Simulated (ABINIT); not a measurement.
# Si (Fd-3m) in ABINIT: equation of state with HSE06

Aim: the equation of state of Si with HSE06.

Everything below comes from runs of ABINIT 10.8.3 (patched build). Logs are shortened: lines on timing, memory, paths and dates and some standing lists are left out, and cuts for length are marked. The log counts tension as positive stress, the text compression.

**1. The crystal as given**

The structure is cubic, space group Fd-3m (No. 227). The conventional cell has a = 5.444 Å, b = 5.444 Å, c = 5.444 Å, α = 90.00°, β = 90.00°, γ = 90.00°. Around Si (site symmetry -43m) lie 4 Si at 2.36 Å.

**2. Equation of state, HSE06**

Contents of run.abi:

```
# Datasets: one volume each
ndtset 7
scalecart1 3*0.9795861087
scalecart2 3*0.9864848297
scalecart3 3*0.9932883884
scalecart4 3*1.0000000000
scalecart5 3*1.0066227096
scalecart6 3*1.0131594038
scalecart7 3*1.0196128224

# Pseudopotentials
pp_dirpath "./"
pseudos "Si.upf"

# Structure
acell 3*1.0 Angstrom
rprim
     0.0000000000     2.7218511865     2.7218511865
     2.7218511865     0.0000000000     2.7218511865
     2.7218511865     2.7218511865     0.0000000000
ntypat 1
znucl 14
natom 2
typat 1 1
xred
     0.5000000000     0.5000000000     0.5000000000
     0.7500000000     0.7500000000     0.7500000000

# Plane-wave basis
ecut 380.959407 eV

# k points
kptopt 1
ngkpt 6 6 6
nshiftk 1
shiftk 0.0 0.0 0.0

# Exchange and correlation
ixc -428

# Bands and occupations
nband 6
occopt 1

# SCF cycle
nstep 60
diemac 6.0
toldfe 1.0e-7

# Output
iomode 3
prtwf 0
prtden 0
prteig 0
prtebands 0
enunit 2
prtvol 2
```

Potentials or basis: PseudoDojo NC SR PBE v0.4.1 standard.

Command:

```bash
$ mpirun --bind-to none -np 8 abinit run.abi > log 2>&1
```

run.abo:

```text
.Version 10.8.3 of ABINIT
 DATASET    1 : space group Fd -3 m (#227); Bravais cF (face-center cubic)
================================================================================
 Values of the parameters that define the memory need for DATASET  1.
     intxc =       0    ionmov =       0      iscf =       7    lmnmax =       6
     lnmax =       6     mgfft =      27  mpssoang =       3    mqgrid =    3001
     natom =       2  nloc_mem =       1    nspden =       1   nspinor =       1
    nsppol =       1      nsym =      48    n1xccc =    2501    ntypat =       1
    occopt =       1   xclevel =       2
       mpw =         650          nfft =       19683          nkpt =          16
================================================================================
================================================================================
[... 61 lines left out ...]
 DATASET    7 : space group Fd -3 m (#227); Bravais cF (face-center cubic)
================================================================================
 Values of the parameters that define the memory need for DATASET  7.
     intxc =       0    ionmov =       0      iscf =       7    lmnmax =       6
     lnmax =       6     mgfft =      27  mpssoang =       3    mqgrid =    3001
     natom =       2  nloc_mem =       1    nspden =       1   nspinor =       1
    nsppol =       1      nsym =      48    n1xccc =    2501    ntypat =       1
    occopt =       1   xclevel =       2
       mpw =         745          nfft =       19683          nkpt =          16
================================================================================
================================================================================

--------------------------------------------------------------------------------
------------- Echo of variables that govern the present computation ------------
--------------------------------------------------------------------------------
 -outvars: echo values of preprocessed input variables --------
            acell      1.8897261259E+00  1.8897261259E+00  1.8897261259E+00 Bohr
              amu      2.80855000E+01
           diemac      6.00000000E+00
             ecut      1.40000000E+01 Hartree
           enunit           2
              ixc        -428
           jdtset        1    2    3    4    5    6    7
         kptrlatt        6    0    0      0    6    0      0    0    6
          kptrlen1     4.27535430E+01
          kptrlen2     4.30546342E+01
          kptrlen3     4.33515721E+01
          kptrlen4     4.36444970E+01
          kptrlen5     4.39335418E+01
          kptrlen6     4.42188326E+01
          kptrlen7     4.45004888E+01
            natom           2
            nband           6
          nbandhf           4
           ndtset           7
            ngfft          27      27      27
             nkpt          16
           nkpthf         216
            nstep          60
             nsym          48
           ntypat           1
           prtden           0
        prtebands           0
           prteig           0
           prtvol           2
            prtwf           0
            rprim1     0.0000000000E+00  2.6662876122E+00  2.6662876122E+00
                       2.6662876122E+00  0.0000000000E+00  2.6662876122E+00
                       2.6662876122E+00  2.6662876122E+00  0.0000000000E+00
            rprim2     0.0000000000E+00  2.6850649042E+00  2.6850649042E+00
                       2.6850649042E+00  0.0000000000E+00  2.6850649042E+00
                       2.6850649042E+00  2.6850649042E+00  0.0000000000E+00
            rprim3     0.0000000000E+00  2.7035831785E+00  2.7035831785E+00
                       2.7035831785E+00  0.0000000000E+00  2.7035831785E+00
                       2.7035831785E+00  2.7035831785E+00  0.0000000000E+00
            rprim4     0.0000000000E+00  2.7218511865E+00  2.7218511865E+00
                       2.7218511865E+00  0.0000000000E+00  2.7218511865E+00
                       2.7218511865E+00  2.7218511865E+00  0.0000000000E+00
            rprim5     0.0000000000E+00  2.7398772165E+00  2.7398772165E+00
                       2.7398772165E+00  0.0000000000E+00  2.7398772165E+00
                       2.7398772165E+00  2.7398772165E+00  0.0000000000E+00
            rprim6     0.0000000000E+00  2.7576691253E+00  2.7576691253E+00
                       2.7576691253E+00  0.0000000000E+00  2.7576691253E+00
                       2.7576691253E+00  2.7576691253E+00  0.0000000000E+00
            rprim7     0.0000000000E+00  2.7752343704E+00  2.7752343704E+00
                       2.7752343704E+00  0.0000000000E+00  2.7752343704E+00
                       2.7752343704E+00  2.7752343704E+00  0.0000000000E+00
          spgroup         227
           toldfe      1.00000000E-07 Hartree
            typat      1  1
          usefock           1
           xangst1     2.6662876122E+00  2.6662876122E+00  2.6662876122E+00
                       3.9994314184E+00  3.9994314184E+00  3.9994314184E+00
           xangst2     2.6850649042E+00  2.6850649042E+00  2.6850649042E+00
                       4.0275973563E+00  4.0275973563E+00  4.0275973563E+00
           xangst3     2.7035831785E+00  2.7035831785E+00  2.7035831785E+00
                       4.0553747678E+00  4.0553747678E+00  4.0553747678E+00
           xangst4     2.7218511865E+00  2.7218511865E+00  2.7218511865E+00
                       4.0827767798E+00  4.0827767797E+00  4.0827767798E+00
           xangst5     2.7398772165E+00  2.7398772165E+00  2.7398772165E+00
                       4.1098158247E+00  4.1098158247E+00  4.1098158247E+00
           xangst6     2.7576691253E+00  2.7576691253E+00  2.7576691253E+00
                       4.1365036880E+00  4.1365036880E+00  4.1365036880E+00
           xangst7     2.7752343704E+00  2.7752343704E+00  2.7752343704E+00
                       4.1628515556E+00  4.1628515556E+00  4.1628515556E+00
            xcart1     5.0385533600E+00  5.0385533600E+00  5.0385533600E+00
                       7.5578300401E+00  7.5578300401E+00  7.5578300401E+00
            xcart2     5.0740372992E+00  5.0740372992E+00  5.0740372992E+00
                       7.6110559488E+00  7.6110559488E+00  7.6110559488E+00
            xcart3     5.1090317660E+00  5.1090317660E+00  5.1090317660E+00
                       7.6635476490E+00  7.6635476490E+00  7.6635476490E+00
            xcart4     5.1435532980E+00  5.1435532980E+00  5.1435532980E+00
                       7.7153299469E+00  7.7153299469E+00  7.7153299469E+00
            xcart5     5.1776175578E+00  5.1776175578E+00  5.1776175578E+00
                       7.7664263367E+00  7.7664263367E+00  7.7664263367E+00
            xcart6     5.2112393928E+00  5.2112393928E+00  5.2112393928E+00
                       7.8168590892E+00  7.8168590892E+00  7.8168590892E+00
            xcart7     5.2444328953E+00  5.2444328953E+00  5.2444328953E+00
                       7.8666493430E+00  7.8666493430E+00  7.8666493430E+00
             xred      5.0000000000E-01  5.0000000000E-01  5.0000000000E-01
                       7.5000000000E-01  7.5000000000E-01  7.5000000000E-01
            znucl       14.00000

================================================================================

 chkinp: Checking input parameters for consistency, jdtset=   1.

 chkinp: Checking input parameters for consistency, jdtset=   2.
[... 29 lines left out ...]
 getcut: wavevector=  0.0000  0.0000  0.0000  ngfft=  27  27  27
         ecut(hartree)=     14.000   => boxcut(ratio)=   2.16953

--- Pseudopotential description ------------------------------------------------
- pspini: atom type   1  psp file is ./Si.upf
12 -101130 2 -1 1510                          pspcod,pspxc,lmax,lloc,mmax
     nproj     2     2     2

   1.49491450E+02                                ecore*ucvol(ha*bohr**3)
--------------------------------------------------------------------------------

================================================================================

--- !BeginCycle
iteration_state: {dtset: 1, }
solver: {iscf: 7, nstep: 60, nline: 4, wfoptalg: 0, }
tolerances: {toldfe: 1.00E-07, }
...
[... 1710 lines left out ...]
-Cartesian components of stress tensor (GPa)         [Pressure= -4.9054E+00 GPa]
- sigma(1 1)=  4.90540713E+00  sigma(3 2)=  0.00000000E+00
- sigma(2 2)=  4.90540713E+00  sigma(3 1)=  0.00000000E+00
- sigma(3 3)=  4.90540713E+00  sigma(2 1)=  0.00000000E+00

== END DATASET(S) ==============================================================
================================================================================

 -outvars: echo values of variables after computation  --------
            acell      1.8897261259E+00  1.8897261259E+00  1.8897261259E+00 Bohr
           etotal1    -8.4612569601E+00
           etotal2    -8.4623361254E+00
           etotal3    -8.4629681982E+00
           etotal4    -8.4631976454E+00
           etotal5    -8.4630622710E+00
           etotal6    -8.4626064863E+00
           etotal7    -8.4618484458E+00
            fcart1     1.2825801522E-27 -1.7101068696E-27 -4.2752671741E-28
                      -1.2825801522E-27  1.7101068696E-27  4.2752671741E-28
            fcart2    -2.9717584559E-27  4.2453692228E-28  4.2453692228E-28
                       2.9717584559E-27 -4.2453692228E-28 -4.2453692228E-28
            fcart3     8.4325808771E-28  8.4325808771E-28  8.4325808771E-28
                      -8.4325808771E-28 -8.4325808771E-28 -8.4325808771E-28
            fcart4     3.3503938678E-27  1.6751969339E-27 -0.0000000000E+00
                      -3.3503938678E-27 -1.6751969339E-27 -0.0000000000E+00
            fcart5    -1.0157321669E-31 -8.2999165441E-49  1.0157321669E-31
                       1.0157321669E-31  8.2999165441E-49 -1.0157321669E-31
[... 38 lines left out ...]
                       0.0000000000E+00  0.0000000000E+00  0.0000000000E+00
           xangst1     2.6662876122E+00  2.6662876122E+00  2.6662876122E+00
                       3.9994314184E+00  3.9994314184E+00  3.9994314184E+00
           xangst2     2.6850649042E+00  2.6850649042E+00  2.6850649042E+00
                       4.0275973563E+00  4.0275973563E+00  4.0275973563E+00
           xangst3     2.7035831785E+00  2.7035831785E+00  2.7035831785E+00
                       4.0553747678E+00  4.0553747678E+00  4.0553747678E+00
           xangst4     2.7218511865E+00  2.7218511865E+00  2.7218511865E+00
                       4.0827767798E+00  4.0827767797E+00  4.0827767798E+00
           xangst5     2.7398772165E+00  2.7398772165E+00  2.7398772165E+00
                       4.1098158247E+00  4.1098158247E+00  4.1098158247E+00
           xangst6     2.7576691253E+00  2.7576691253E+00  2.7576691253E+00
                       4.1365036880E+00  4.1365036880E+00  4.1365036880E+00
           xangst7     2.7752343704E+00  2.7752343704E+00  2.7752343704E+00
                       4.1628515556E+00  4.1628515556E+00  4.1628515556E+00
             xred      5.0000000000E-01  5.0000000000E-01  5.0000000000E-01
                       7.5000000000E-01  7.5000000000E-01  7.5000000000E-01
 Calculation completed.
```

Run time: 8.6 min. Hardware: 8 MPI ranks of Arm Neoverse V2, shared host; peak memory 0.88 GiB.

Results:

```
Equilibrium volume                      : 20.21 Å³/atom
Bulk modulus                            : 97 GPa
Pressure derivative of the bulk modulus : 4.2
```

Energy against volume, from the lowest point:
| volume (Å³/atom) | energy (meV/atom) |
| --- | --- |
| 18.955 | 26.40 |
| 19.358 | 11.72 |
| 19.761 | 3.12 |
| 20.165 | 0.00 |
| 20.568 | 1.84 |
| 20.971 | 8.04 |
| 21.375 | 18.36 |

Caveat: Libxc's HSE differs a little from that of other programs; pressures at fixed basis lie under the slope of the energies; the potentials were made for another functional, which shifts forces and pressure.
